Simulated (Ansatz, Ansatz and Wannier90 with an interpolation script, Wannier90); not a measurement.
## Settings in Wannier-interpolated G0W0: InP (F-43m)

Aim: vary the Wannier model and the GW settings for InP (F-43m) and see what the interpolated bands lose.

Program: Wannier90 4.0.3. Level of theory: maximally localised Wannier functions from the overlaps of r2SCAN states (plane waves, PAW). Results are calculated unless marked as measured.

The database entry behind the starting cell differs from later determinations by our own check (0.1 to 0.3 % short, probably kX units), so it need not match the best structure at ambient conditions.

### 1. Starting point

Symmetry: F-43m, No. 216, cubic system. The conventional cell has a = 5.861 Å, b = 5.861 Å, c = 5.861 Å, α = 90.00°, β = 90.00°, γ = 90.00°. Nearest to In lie 4 P at 2.54 Å. P has 4 In at 2.54 Å nearest. Farther neighbours are not listed.

The cell and positions come from the Crystallography Open Database and are kept as given unless a step says otherwise.

### 2. Wannier model on 16×16×16, by Wannier90

Localised functions give a small Hamiltonian that interpolates between mesh points at no cost.

The input, w.win:

```
num_iter = 1200
conv_tol = 1.0e-8
conv_window = 5
dis_num_iter = 4000
dis_conv_tol = 1.0e-8
dis_mix_ratio = 0.7
write_hr = true
use_ws_distance = false
num_print_cycles = 50
! ansatz wannier90 interface
! projections by site (counted from 0) and shell: 0 5S, 0 5P, 1 3P
! states of the run's bands (counted from 1): 1-17
num_bands = 17
num_wann  = 7
dis_win_min = 0.79
dis_win_max = 18.26
dis_froz_min = 0.79
dis_froz_max = 10.98
guiding_centres = true

begin unit_cell_cart
Ang
                      0.0                   2.9305                   2.9305
                   2.9305                      0.0                   2.9305
                   2.9305                   2.9305                      0.0
end unit_cell_cart

begin atoms_frac
In                       0.0                      0.0                      0.0
P                       0.75                     0.75                     0.75
end atoms_frac

mp_grid = 16 16 16

[... the mesh's points ...]
```

On the command line:

```
OMP_NUM_THREADS=1 mpirun -n 8 wannier90.x w > wannier90.x.log
```

Numbers of over 12 decimals in the logs are rounded to 6 here.

Output:

```text
TEM
                                    ------

                              Lattice Vectors (Ang)
                    a_1     0.000000   2.930500   2.930500
                    a_2     2.930500   0.000000   2.930500
                    a_3     2.930500   2.930500   0.000000

                   Unit Cell Volume:      50.33327  (Ang^3)

                        Reciprocal-Space Vectors (Ang^-1)
                    b_1    -1.072033   1.072033   1.072033
                    b_2     1.072033  -1.072033   1.072033
                    b_3     1.072033   1.072033  -1.072033

 *----------------------------------------------------------------------------*
 |   Site       Fractional Coordinate          Cartesian Coordinate (Ang)     |
 +----------------------------------------------------------------------------+
 | in   1   0.00000   0.00000   0.00000   |    0.00000   0.00000   0.00000    |
 | p    1   0.75000   0.75000   0.75000   |    4.39575   4.39575   4.39575    |
 *----------------------------------------------------------------------------*
                                ------------
                                K-POINT GRID
                                ------------

             Grid size = 16 x 16 x 16      Total points = 4096

 *---------------------------------- MAIN ------------------------------------*
 |  Number of Wannier Functions               :                 7             |
 |  Number of Objective Wannier Functions     :                 7             |
 |  Number of input Bloch states              :                17             |
 |  Output verbosity (1=low, 5=high)          :                 1             |
 |  Timing Level (1=low, 5=high)              :                 1             |
 |  Optimisation (0=memory, 3=speed)          :                 3             |
 |  Length Unit                               :               Ang             |
 |  Post-processing setup (write *.nnkp)      :                 F             |
 |  Using Gamma-only branch of algorithms     :                 F             |
 *----------------------------------------------------------------------------*
 *------------------------------- WANNIERISE ---------------------------------*
 |  Total number of iterations                :              1200             |
 |  Number of CG steps before reset           :                 5             |
 |  Trial step length for line search         :             2.000             |
 |  Convergence tolerence                     :         0.100E-07             |
 |  Convergence window                        :                 5             |
 |  Iterations between writing output         :                50             |
 |  Iterations between backing up to disk     :               100             |
 |  Write r^2_nm to file                      :                 F             |
[...]
Sum of centres and spreads ( 13.187250, 13.187250, 13.187250 )    30.48141225

      0     0.305E+02     0.0000000000       30.4814122545       7.36  <-- CONV
        O_D=      0.5137800 O_OD=      7.0382730 O_TOT=     30.4814123 <-- SPRD
 ------------------------------------------------------------------------------
 Cycle:      1
[...]
Sum of centres and spreads ( 13.187250, 13.187250, 13.187250 )    30.08906536

      1    -0.392E+00     0.2023291868       30.0890653560       7.41  <-- CONV
        O_D=      0.4649284 O_OD=      6.6947777 O_TOT=     30.0890654 <-- SPRD
 Delta: O_D= -0.4885158E-01 O_OD= -0.3434953E+00 O_TOT= -0.3923469E+00 <-- DLTA
 ------------------------------------------------------------------------------
 Cycle:     50
[...]
Sum of centres and spreads ( 13.187250, 13.187250, 13.187250 )    29.38266429

     50    -0.207E-04     0.0020575733       29.3826642935       9.30  <-- CONV
        O_D=      0.4909251 O_OD=      5.9623799 O_TOT=     29.3826643 <-- SPRD
 Delta: O_D= -0.1063500E-05 O_OD= -0.1962883E-04 O_TOT= -0.2069233E-04 <-- DLTA
 ------------------------------------------------------------------------------
 Cycle:    100
[...]
Sum of centres and spreads ( 13.187250, 13.187250, 13.187250 )    29.38251858

    100    -0.184E-07     0.0000991715       29.3825185839      11.13  <-- CONV
        O_D=      0.4904741 O_OD=      5.9626852 O_TOT=     29.3825186 <-- SPRD
 Delta: O_D= -0.2554817E-06 O_OD=  0.2370876E-06 O_TOT= -0.1839409E-07 <-- DLTA
 ------------------------------------------------------------------------------

             <<<     Delta < 1.000E-08  over  5 iterations     >>>
             <<< Wannierisation convergence criteria satisfied >>>

 Final State
[...]
WF centre and spread    6  (  4.395750,  4.395750,  4.395750 )     2.94434022
  WF centre and spread    7  (  4.395750,  4.395750,  4.395750 )     2.94434022
  Sum of centres and spreads ( 13.187250, 13.187250, 13.187250 )    29.38251857

         Spreads (Ang^2)       Omega I      =    22.929359289
        ================       Omega D      =     0.490473932
                               Omega OD     =     5.962685350
    Final Spread (Ang^2)       Omega Total  =    29.382518572
 ------------------------------------------------------------------------------

 Writing checkpoint file w.chk... done

 *---------------------------------------------------------------------------*
 |                               PLOTTING                                    |
 *---------------------------------------------------------------------------*

 *===========================================================================*
 |                             TIMING INFORMATION                            |
 *===========================================================================*
 |    Tag                                                Ncalls      Time (s)|
 |---------------------------------------------------------------------------|
 |kmesh: get                                        :         1         0.961|
 |overlap: read                                     :         1         5.213|
 |dis: main                                         :         1         7.372|
 |wann: main                                        :         1         3.951|
 |plot: main                                        :         1         0.307|
 *---------------------------------------------------------------------------*
 All done: wannier90 exiting
```

The job ended after 22 s (8 MPI ranks of Arm Neoverse V2, shared host; 2.9 min of CPU time).

This step gave:

```
gauge-invariant spread     : 22.93 Å²
diagonal spread            : 0.4905 Å²
off-diagonal spread        : 5.963 Å²
total spread               : 29.38 Å²
disentanglement steps      : 411
r.m.s. interpolation error : 7.95e-4 eV
r.m.s. error near the gap  : 0.001050 eV
```

Near the gap the model misses directly solved bands by 1.0 meV r.m.s. and by 5 meV at most in the window tested. This tests the starting bands, not the corrections carried with them.

### 3. Wannier model on 16×16×16, by the program's own minimiser

This step: maximally localised Wannier functions, r2SCAN, plane waves, PAW.

The input, input.yaml:

```yaml
crystal:
  lattice:
    - [0.0, 2.9305, 2.9305]
    - [2.9305, 0.0, 2.9305]
    - [2.9305, 2.9305, 0.0]
  atoms:
    - { symbol: In, position: [0.0, 0.0, 0.0] }
    - { symbol: P, position: [0.75, 0.75, 0.75] }
kpoints:
  mp_grid: { grid: [8, 8, 8] }
hamiltonian:
  xc: r2scan
scf:
  occupations: { method: fixed }
  n_extra_bands: 30
output:
  wannier:
    kmesh: [16, 16, 16]
    projections:
      - { species: In, l: s, shell: 5 }
      - { species: In, l: p, shell: 5 }
      - { species: P, l: p, shell: 3 }
    minimise: true
    write_hr: true
    seedname: w
    conv_tol: 1.0e-06
    max_iter: 20000
    stability_check: false
    disentanglement:
      window: [0.79, 18.26]
      frozen_window: [0.79, 10.98]
      conv_tol: 1.0e-08
```

On the command line:

```
ansatz run input.yaml --threads 12 --pin off --max-ram 22118MiB --backend cpu --events-out ev --progress --plain --runs-dir out
```

Output:

```text
scf.n_extra_bands = 30 over 9 filled bands (N_el = 18.0): the run solves 39 bands
Engine: ansatz 0.2.0, aarch64-unknown-linux-gnu
Pseudopotentials: kind: paw
Pseudopotential: In, paw, valence charge 13, recommended cutoff 500 eV (meta_gga), In.paw.azcp
Pseudopotential: P, paw, valence charge 5, recommended cutoff 500 eV (meta_gga), P.paw.azcp
Functional definition: r2SCAN
  parameter k0 = 0.174
  parameter k1 = 0.065
  parameter a1 = 4.9479
  exchange = r2scan_x(k0 = k0, k1 = k1, a1 = a1)
  correlation = r2scan_c
Crystal: 2 atoms, lattice volume = 50.333 Å³
Basis set: ecut = 500 eV, 1243 PW (Γ), exchange–correlation on 128×128×128 points (64 copies of the dense FFT grid, shifted against one another)
Bands: 39, of which v1, the nominal top of the filled ones, is band 9 counted from 1 (8 counted from 0)
Symmetry: 24 space group operations
Space group: F-43m (ITA 216), of the structure as read, at distance tolerance 3.7e-5 Å
k-points: 29 of 512 (time reversal used)
Non-local potential: In, projectors of the file, l = 0: 2, l = 1: 2, l = 2: 2, l = 3: 2
Non-local potential: P, projectors of the file, l = 0: 2, l = 1: 2, l = 2: 2
PAW form: soft (Blöchl's): semilocal exchange-correlation on the pseudo side does not see the compensation charge
PAW frozen core: In, regenerated for the run's functional (the file was generated under x = pbe(κ = 0.804, μ = 0.219515), c = pbe(β = 0.066725))
PAW frozen core: P, regenerated for the run's functional (the file was generated under x = pbe(κ = 0.804, μ = 0.219515), c = pbe(β = 0.066725))
PAW one-centre angular grid: In, 590 points (default); XC on 289 of its mesh's 2783 points in the sphere
[...]
NSCF: frozen V_eff on 148 k-points
the Wannier pass solved 148 of the 4096 points of its mesh, and has the states at the others by symmetry: states obtained by the crystal's operations at points that were solved too leave a residual of 4.02e-13 eV (read by the count's bands and the next), within 5.56e-6 eV
SCF converged after 6 iterations
Free energy (F): -6371.731918 eV
Harris-Foulkes:  -6371.731918 eV  (|F-HF|=8.08e-9)
Internal energy: -6371.731918 eV  (E = F + TS)
E sigma→0 (E₀):  -6371.731918 eV
Fermi energy:    6.818116 eV
--- Per-component energies (eV) ---
  E_band       = -61.673914
  E_kinetic    = 313.442069
  E_local      = -1399.735362  (includes V_loc(G=0)·N_el)
  E_nonlocal   = 401.603107
  E_hartree    = 553.311770
  E_xc         = -259.120759
  E_vxc        = -171.402638  (∫ρ·V_xc dr)
  E_paw        = -4761.399169  (= ΣΔE_a)
  E_vpaw       = -322.426940  (= ΣTr[D̂ρ^β])
  E_aug_tail   = 0.000008  (compensation charges beyond the density's cutoff)
  E_vtau       = 10.225330  (kinetic-family band-sum trace: ∫τ·v_τ [+ j·A + Jᵃ·Aᵃ] dr)
  E_ewald      = -1220.708286
  E_core_change = 0.874704  (= ΣΔE_core)
  E_smearing   = -0.000000  (= −TS)
  E_closure    = -0.000000  (closes the sum)
  Σ components = -6371.731918   (vs F -6371.731918, Δ=0.00e0)
--- Band table (eV; the first three rows and the last of 29) ---
  k-point 0: bands = [... 5 lower, -5.1810, 6.8181, 6.8181, 6.8181, 7.9828, 11.2448, 11.2448, 11.2448, ... 26 higher]
  k-point 1: bands = [... 5 lower, -4.9929, 5.3208, 6.6266, 6.6266, 8.8609, 11.4155, 11.5328, 11.5328, ... 26 higher]
  k-point 2: bands = [... 5 lower, -4.4696, 3.3314, 6.2420, 6.2420, 8.9924, 11.9669, 11.9669, 12.5706, ... 26 higher]
  k-point 28: bands = [... 5 lower, -2.6196, 1.1051, 3.7580, 3.8165, 11.3931, 11.6049, 12.8531, 13.3959, ... 26 higher]
Wannier search: line search 1 of at most 20000: gauge-dependent spread (as the search counts it) 7.1586431 Å², largest recent change 3.9e-1 Å² against conv_tol 1.0e-6 Å², 0 stops escaped
```

Run time: 15 s. Hardware: 12 threads; peak memory 3.9 GiB.

In the SCF lines HF is the Harris–Foulkes energy and dr2 the Hartree energy of the density residual, in eV; the loop may stop once dr2 is under the threshold and the program's other checks hold. Hψ counts applications of the Hamiltonian.

This step gave:

```
gauge-invariant spread     : 22.93 Å²
diagonal spread            : 0.4907 Å²
off-diagonal spread        : 5.962 Å²
total spread               : 29.38 Å²
least projectability       : 0.2269
localisation steps         : 85
disentanglement steps      : 370
r.m.s. interpolation error : 7.97e-4 eV
r.m.s. error near the gap  : 0.001053 eV
```

Near the gap the model misses directly solved bands by 1.1 meV r.m.s. and by 5 meV at most in the window tested. This tests the starting bands, not the corrections carried with them.

Frozen up to 4.16 eV; above it the model need not follow the bands. The electronic bands at the labelled points (eV, zero at the valence-band top; v1 is the highest filled band, c1 the lowest empty one):

| point | v3 | v2 | v1 | c1 | c2 | c3 | c4 |
| --- | --- | --- | --- | --- | --- | --- | --- |
| Γ | 0.00 | 0.00 | 0.00 | 1.16 | 4.43 | 4.43 | 4.43 |
| halfway | -3.35 | -1.46 | -1.46 | 2.76 | 3.50 | 6.83 | 6.83 |
| X | -5.88 | -2.41 | -2.41 | 2.01 | 2.54 | 10.29 | 10.29 |
| halfway | -5.83 | -2.84 | -2.31 | 2.29 | 3.16 | 9.31 | 9.74 |
| U | -5.72 | -3.42 | -2.01 | 2.64 | 4.78 | 8.12 | 8.84 |
| jump to K | -5.72 | -3.42 | -2.01 | 2.64 | 4.78 | 8.12 | 8.84 |
| halfway | -3.85 | -2.06 | -0.59 | 3.23 | 5.09 | 5.43 | 5.66 |
| Γ | 0.00 | 0.00 | 0.00 | 1.16 | 4.43 | 4.43 | 4.43 |
| halfway | -3.49 | -0.58 | -0.58 | 2.17 | 5.20 | 5.20 | 5.81 |
| L | -5.88 | -1.01 | -1.01 | 1.86 | 5.28 | 5.28 | 7.66 |
| halfway | -5.67 | -2.76 | -1.69 | 3.54 | 4.55 | 6.32 | 8.08 |
| W | -5.71 | -3.06 | -3.00 | 4.58 | 4.79 | 6.04 | 8.25 |
| halfway | -5.80 | -2.75 | -2.73 | 2.95 | 3.41 | 8.19 | 9.61 |
| X | -5.88 | -2.41 | -2.41 | 2.01 | 2.54 | 10.29 | 10.29 |

The same for Kohn-Sham, solved directly:

```
point     v3     v2     v1    c1    c2    c3     c4
    Γ   0.00   0.00   0.00  1.16  4.43  4.43   4.43
    X  -5.88  -2.41  -2.41  2.01  2.54  9.88  10.29
    U  -5.72  -3.42  -2.01  2.64  4.75  8.00   8.02
    K  -5.72  -3.42  -2.01  2.64  4.75  8.00   8.02
    Γ   0.00   0.00   0.00  1.16  4.43  4.43   4.43
    L  -5.88  -1.01  -1.01  1.86  5.15  5.15   7.55
    W  -5.71  -3.06  -3.00  4.58  4.79  6.04   6.58
    X  -5.88  -2.41  -2.41  2.01  2.54  9.88  10.29
```

The first set of electronic bands as a text plot (rows in eV, shown from -5.9 to 4.4 only):

```
    4.2 |++                         ++++                +  ++
    3.8 |  ++           +                              +    ++
    3.4 |    ++++      +    +++++                    ++      +
    2.9 |   ++++ +++       +     +                  +         +
    2.5 |       +   +++++++       ++               +          +++
    2.1 |  +     ++++++             +    ++++++++++            ++
    1.6 | +                          +  +
    1.2 |+                            ++
    0.8 |
    0.3 |
   -0.1 |**                       *********
   -0.5 | ***                   **  **  *  ***
   -0.9 |  * **                *  **     *    ******
   -1.4 |      *            ***  *  *              ***
   -1.8 |   *   *         **              *         * **
   -2.2 |        *********      * **                 *  *       *
   -2.7 |    **       **       *           *          *  *   ***
   -3.1 |               *    **  *                     ******
   -3.5 |      *         ****               *
   -3.9 |       *               *
   -4.4 |                      *             *
   -4.8 |        *           **               *
   -5.2 |         **        *                  *
   -5.7 |           ********                    *****************
         Γ           X  U|K            Γ         L        W     X
```

(Part 1 of 2 ends here.)

[Paths, hosts, dates, memory and timing lines, banners, echoed tables and standing remarks are left out of the program output.]

[Logs are printed without paths, hosts, clocks, repeated set-up lines and the standing remarks that a program may print on its own settings, such as how far it seeks lower states.]

[Runs of the session that timed out or met a known fault of the program may be left out.]

[Hosts, paths, dates, database ids (printed as entryN), source tags and the programs' standing remarks are cut or masked in the printed files.]
